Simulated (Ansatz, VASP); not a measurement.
Two plane-wave programs on Si2Mo

```
Si Mo
1.0
    -1.60000    1.60000    3.93050
     1.60000   -1.60000    3.93050
     1.60000    1.60000   -3.93050
Si Mo
2 1
Cartesian
  0.0000 0.0000 2.6177
  0.0000 0.0000 5.2433
  0.0000 0.0000 0.0000
```

Alike in both runs: task single point; functional PBE; k mesh 8 × 8 × 8; occupations gaussian, width 0.1 eV; no spin polarisation.

```csv
,VASP,Ansatz
version,VASP 6.6.1,Ansatz 0.2.0
potentials or method,"VASP PAW PBE potentials, release 64 (Si, Mo_sv)","scalar-relativistic, plane waves, PAW"
plane-wave cutoff (eV),520,420
valence electrons in the cell,22,22
```

```csv
,VASP,Ansatz,Ansatz less VASP
gap on the k mesh at the Fermi level (eV),none,none,-
pressure (GPa),2.4,2.2,-0.17
largest component of the traceless stress (GPa),1.05,1.04,-0.011
rms of the force components (eV/Å),0.148,0.150,+0.0022
```

Atom by atom the forces differ by 0.002 eV/Å (rms over components). A gap of «none» marks a metal or a gap that the smearing closes.
